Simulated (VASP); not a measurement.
# W (Im-3m) in VASP: notebook, part 2 of 2

VASP 6.6.1. The steps go on from the part before.

## Step 4: Single point, LDA (a relaxed cell with its volume scaled by 1.03)

The input, INCAR:

```
ALGO     = Normal         # electronic algorithm
EDIFF    = 1E-7           # SCF threshold, eV
ENCUT    = 350            # plane-wave cutoff, eV
GGA      = CA             # functional
ISIF     = 2              # what is computed and relaxed
ISMEAR   = 0              # smearing method
LASPH    = True           # aspherical terms in the spheres
LCHARG   = False          # write CHGCAR
LREAL    = False          # projectors in reciprocal space
LWAVE    = False          # write WAVECAR
NBANDS   = 13             # bands
NELM     = 100            # most SCF steps
PREC     = Accurate       # precision mode
SIGMA    = 0.1            # smearing width, eV
```

The input, KPOINTS:

```
k-points
0
Gamma
  10 10 10
```

The input, POSCAR:

```
W                                       
1.0
   -1.5866285880      1.5866285880      1.5866285880
    1.5866285880     -1.5866285880      1.5866285880
    1.5866285880      1.5866285880     -1.5866285880
  W             
     1
Direct
     0.0000000000000000    0.0000000000000000    0.0000000000000000
```

The run is started by

```
cat potpaw_LDA.64/W_sv/POTCAR > POTCAR
mpirun -np 1 vasp_std > vasp.out
```

It took 2.5 s on 1 thread of Intel Xeon 6975P-C (Granite Rapids), shared host; peak memory 0.11 GiB.

The run converged. Its results:

| Item | Value |
| --- | --- |
| Free energy | -14.0839 eV |
| Pressure | -9.5 GPa |
| Band gap on the k mesh | none (metal or under the smearing width) |

Levels at points of the mesh, in eV from the Fermi level:
| k point | band 3 | band 4 | band 5 | band 6 | band 7 | band 8 | band 9 | band 10 | band 11 | band 12 |
| --- | --- | --- | --- | --- | --- | --- | --- | --- | --- | --- |
| (0.00, 0.00, 0.00) | -37.72 | -37.72 | -9.62 | -1.38 | -1.38 | -1.38 | 2.04 | 2.04 | 14.44 | 14.44 |
| (0.50, 0.00, 0.00) | -38.13 | -37.72 | -6.33 | -3.68 | 0.69 | 1.93 | 2.89 | 5.92 | 10.82 | 11.43 |
| (0.50, 0.50, 0.50) | -38.61 | -38.61 | -5.91 | -5.91 | 4.95 | 4.95 | 4.95 | 8.16 | 8.16 | 8.16 |

The run has no spin-orbit coupling, so splittings on W are missing.

## Step 5: Single point, LDA (a relaxed cell with its volume scaled by 0.94)

INCAR is that of step 4.

KPOINTS is that of step 4.

The input, POSCAR:

```
W                                       
1.0
   -1.5390007028      1.5390007028      1.5390007028
    1.5390007028     -1.5390007028      1.5390007028
    1.5390007028      1.5390007028     -1.5390007028
  W             
     1
Direct
     0.0000000000000000    0.0000000000000000    0.0000000000000000
```

Potentials or basis: VASP PAW LDA potentials, release 64 (W_sv).

The run is started by

```
cat potpaw_LDA.64/W_sv/POTCAR > POTCAR
mpirun -np 1 vasp_std > vasp.out
```

OUTCAR:

```text
EDIFF = 1E-7
   ENCUT = 350
   GGA = CA
   ISIF = 2
   ISMEAR = 0
   LASPH = True
   LREAL = False
   NELM = 100
   PREC = Accurate

 ion  position               nearest neighbor table
   1  0.000  0.000  0.000-

  LATTYP: Found a body centered cubic cell.
 ALAT       =     3.0780014056

  Lattice vectors:

 A1 = (  -1.5390007028,   1.5390007028,   1.5390007028)
 A2 = (   1.5390007028,  -1.5390007028,   1.5390007028)
 A3 = (   1.5390007028,   1.5390007028,  -1.5390007028)

Analysis of symmetry for initial positions (statically):
=====================================================================
 Subroutine PRICEL returns:
 Original cell was already a primitive cell.

 Routine SETGRP: Setting up the symmetry group for a
 body centered cubic supercell.

 Subroutine GETGRP returns: Found 48 space group operations
 (whereof 48 operations were pure point group operations)
 out of a pool of 48 trial point group operations.

The static configuration has the point symmetry O_h .

Analysis of symmetry for dynamics (positions and initial velocities):
=====================================================================
 Subroutine PRICEL returns:
 Original cell was already a primitive cell.

 Routine SETGRP: Setting up the symmetry group for a
 body centered cubic supercell.

 Subroutine GETGRP returns: Found 48 space group operations
 (whereof 48 operations were pure point group operations)
 out of a pool of 48 trial point group operations.

The dynamic configuration has the point symmetry O_h .

 Subroutine INISYM returns: Found 48 space group operations
 (whereof 48 operations are pure point group operations),
 and found     1 'primitive' translations

----------------------------------------------------------------------------------------

                                     Primitive cell

  volume of cell :      14.5806

  direct lattice vectors                    reciprocal lattice vectors
    -1.539000703  1.539000703  1.539000703     0.000000000  0.324886141  0.324886141
     1.539000703 -1.539000703  1.539000703     0.324886141  0.000000000  0.324886141
     1.539000703  1.539000703 -1.539000703     0.324886141  0.324886141  0.000000000

  length of vectors
     2.665627410  2.665627410  2.665627410     0.459458387  0.459458387  0.459458387

  position of ions in fractional coordinates (direct lattice)
     0.000000000  0.000000000  0.000000000

  ion indices of the primitive-cell ions
   primitive index   ion index
                 1           1

----------------------------------------------------------------------------------------

 KPOINTS: k-points

Automatic generation of k-mesh.
 Grid dimensions read from file:
 generate k-points for:   10   10   10

 Generating k-lattice:

  Cartesian coordinates                     Fractional coordinates (reciprocal lattice)
     0.000000000  0.032488614  0.032488614     0.100000000  0.000000000  0.000000000
     0.032488614  0.000000000  0.032488614     0.000000000  0.100000000  0.000000000
     0.032488614  0.032488614  0.000000000     0.000000000  0.000000000  0.100000000

  Length of vectors
     0.045945839  0.045945839  0.045945839

  Shift w.r.t. Gamma in fractional coordinates (k-lattice)
     0.000000000  0.000000000  0.000000000

 Subroutine IBZKPT returns following result:
 ===========================================

 Found     47 irreducible k-points:

 Following reciprocal coordinates:
            Coordinates               Weight
  0.000000  0.000000  0.000000      1.000000
  0.100000  0.000000  0.000000     12.000000
  0.200000  0.000000  0.000000     12.000000
  0.300000  0.000000  0.000000     12.000000
  0.400000  0.000000  0.000000     12.000000
  0.500000  0.000000  0.000000      6.000000
[... 16 lines left out ...]
  0.300000  0.300000  0.100000      8.000000
 -0.300000  0.300000  0.100000     24.000000
 [... further k-points ...]
   k-points           NKPTS =     47   k-points in BZ     NKDIM =     47   number of bands    NBANDS=     13
   number of dos      NEDOS =    301   number of ions     NIONS =      1
   total plane-waves  NPLWV =   4096
   dimension x,y,z NGX =    16 NGY =   16 NGZ =   16
   dimension x,y,z NGXF=    32 NGYF=   32 NGZF=   32
   ions per type =               1
   NGX,Y,Z   is equivalent  to a cutoff of   9.98,  9.98,  9.98 a.u.
   NGXF,Y,Z  is equivalent  to a cutoff of  19.96, 19.96, 19.96 a.u.
 SYSTEM =  unknown system
   PREC   = accura    normal or accurate (medium, high low for compatibility)
   ISTART =      0    job   : 0-new  1-cont  2-samecut
   ICHARG =      2    charge: 1-file 2-atom 10-const
   ISPIN  =      1    spin polarized calculation?
   LNONCOLLINEAR =      F non collinear calculations
   LSORBIT =      F    spin-orbit coupling
   LASPH  =      T    aspherical Exc in radial PAW
   ENCUT  =  350.0 eV  25.72 Ry    5.07 a.u.   4.07  4.07  4.07*2*pi/ulx,y,z
   NELM   =    100;   NELMIN=  2; NELMDL= -5     # of ELM steps
   EDIFF  = 0.1E-06   stopping-criterion for ELM
   LREAL  =      F    real-space projection
   EDIFFG = 0.1E-05   stopping-criterion for IOM
   NSW    =      0    number of steps for IOM
   IBRION =     -1    ionic relax: 0-MD 1-quasi-New 2-CG
   NFREE  =      0    steps in history (QN), initial steepest desc. (CG)
   ISIF   =      2    stress and relaxation
   ISYM   =      2    0-nonsym 1-usesym 2-fastsym
   POTIM  = 0.5000    time-step for ionic-motion
   TEBEG  =    0.0;   TEEND  =   0.0 temperature during run
   PSTRESS=    0.0 pullay stress
   NELECT =      14.0000    total number of electrons
   NUPDOWN=      -1.0000    fix difference up-down
   EMIN   =  10.00;   EMAX   =-10.00  energy-range for DOS
   EFERMI =   0.00;   METHOD = LEGACY
   ISMEAR =     0;   SIGMA  =   0.10  broadening in eV -4-tet -1-fermi 0-gaus
   EFERMI_NEDOS =   21; number of points for ismear=-14 and -15
   IALGO  =     38    algorithm
   IMIX   =      4    mixing-type and parameters
     AMIX     =   0.40;   BMIX     =  1.00
     AMIX_MAG =   1.60;   BMIX_MAG =  1.00
  volume/ion in A,a.u.               =      14.58        98.39
  Fermi-wavevector in a.u.,A,eV,Ry     =   1.615073  3.052045 35.490243  2.608459
  Thomas-Fermi vector in A             =   2.709879
   LORBIT       =      0    0 simple, 1 ext, 2 COOP (PROOUT), +10 PAW based schemes
   GGA     = CA    functional components
   LHFCALC =     F    Hartree Fock is set to
   AEXX    =    0.0000 exact exchange contribution
   IVDW    =     0    specifies the selected vdW correction
   LEPSILON=     F    determine dielectric tensor
   LRPA    =     F    only Hartree local field effects (RPA)
 non-spin polarized calculation
 Gauss-broadening in eV      SIGMA  =   0.10
  energy-cutoff  :      350.00
  volume of cell :       14.58
 maximum number of plane-waves:       236
   NGX =  9   NGY =  9   NGZ =  9

 number of electron      14.0000009 magnetization

 Free energy of the ion-electron system (eV)
  ---------------------------------------------------
  ext. energy  EPLUGINS =         0.00000000
  ---------------------------------------------------
  free energy    TOTEN  =       -14.02779983 eV

  energy without entropy =      -14.02581623  energy(sigma->0) =      -14.02680803

 E-fermi :  12.6758     XC(G=0): -14.3093

 val. band max:       12.5897829553   @ k =   0.5000   0.5000   0.2000
 cond. band min:      12.7235626687   @ k =  -0.2000   0.2000   0.1000
 fundamental gap:      0.1337797134
 Fermi energy:        12.6757628997

 k-point     1 :       0.0000    0.0000    0.0000
  band No.  band energies     occupation
      1     -61.1063      2.00000
      2     -24.7631      2.00000
      3     -24.7631      2.00000
      4     -24.7631      2.00000
      5       2.5948      2.00000
      6      11.1484      2.00000
      7      11.1484      2.00000
      8      11.1484      2.00000
      9      14.9615      0.00000
     10      14.9615      0.00000
     11      27.3369      0.00000
     12      27.3369      0.00000
     13      27.3369      0.00000
[... 353 lines left out ...]
 k-point    24 :      -0.3000    0.3000    0.1000
  band No.  band energies     occupation
      1     -60.9605      2.00000
      2     -25.8980      2.00000
      3     -25.1898      2.00000
      4     -24.9026      2.00000
      5       6.1449      2.00000
      6       9.8133      2.00000
      7      10.3314      2.00000
      8      13.4130      0.00000
      9      15.2892      0.00000
     10      16.1585      0.00000
     11      27.0162      0.00000
     12      30.1575      0.00000
     13      34.2947      0.00000

 [... further k-points ...]

------------------------ aborting loop because EDIFF is reached ----------------------------------------

  FORCE on cell =-STRESS in cart. coord.  units (eV):
  Direction    XX          YY          ZZ          XY          YZ          ZX
  --------------------------------------------------------------------------------------
  -------------------------------------------------------------------------------------
  Total        2.1922679      2.1922679      2.1922679      0.0000000      0.0000000      0.0000000
  in kB      240.8949893    240.8949893    240.8949893      0.0000000      0.0000000      0.0000000
  external PRESSURE =     240.8949893 kB  Pullay stress =       0.0000000 kB

 VOLUME and BASIS-vectors are now :
 -----------------------------------------------------------------------------
  energy-cutoff  :      350.00
  volume of cell :       14.58
      direct lattice vectors                 reciprocal lattice vectors
    -1.539000703  1.539000703  1.539000703     0.000000000  0.324886141  0.324886141
     1.539000703 -1.539000703  1.539000703     0.324886141  0.000000000  0.324886141
     1.539000703  1.539000703 -1.539000703     0.324886141  0.324886141  0.000000000

 POSITION                                       TOTAL-FORCE (eV/Angst)
 -----------------------------------------------------------------------------------
      0.00000      0.00000      0.00000         0.000000     -0.000000      0.000000
 -----------------------------------------------------------------------------------
    total drift:                               -0.000000      0.000000     -0.000000

  FREE ENERGIE OF THE ION-ELECTRON SYSTEM (eV)
  ---------------------------------------------------
  free  energy   TOTEN  =       -14.0277998311 eV

  energy  without entropy=      -14.0258162318  energy(sigma->0) =      -14.02680803
```

Run time: 1.6 s. Hardware: 1 thread of Intel Xeon 6975P-C (Granite Rapids), shared host; peak memory 0.11 GiB.

Results:

```yaml
Free_energy: -14.0278 eV
Pressure: 24.1 GPa
Band_gap_on_the_k_mesh: none (metal or under the smearing width)
```

Levels at points of the mesh, in eV from the Fermi level:
```tsv
k point	band 4	band 5	band 6	band 7	band 8	band 9	band 10	band 11
(0.00, 0.00, 0.00)	-37.44	-10.08	-1.53	-1.53	-1.53	2.29	2.29	14.66
(0.50, 0.00, 0.00)	-37.45	-6.92	-4.12	1.09	2.24	3.31	6.80	11.69
(0.50, 0.50, 0.50)	-38.62	-6.65	-6.65	5.66	5.66	5.66	8.98	8.98
```

Caveat: so large a pressure means that the cell lies far from this level's equilibrium, or that cutoff or potentials fall short. The run has no spin-orbit coupling, so splittings on W are missing.

## Step 6: The runs side by side

```csv
cell,gap on the mesh (eV),pressure (GPa)
as given,none,0.0
a relaxed cell with its volume scaled by 0.97,none,11.1
a relaxed cell with its volume scaled by 1.03,none,-9.5
a relaxed cell with its volume scaled by 0.94,none,24.1
```

Alike in all rows: task single point; level LDA; potentials or basis VASP PAW LDA potentials, release 64 (W_sv); no spin polarisation; k mesh 10 × 10 × 10; cutoff (eV) 350; smearing gaussian 0.1 eV.

Caveats: so large a pressure means that the cell lies far from this level's equilibrium, or that cutoff or potentials fall short (some runs).

Absolute energies hang on the potentials; compare differences alone.
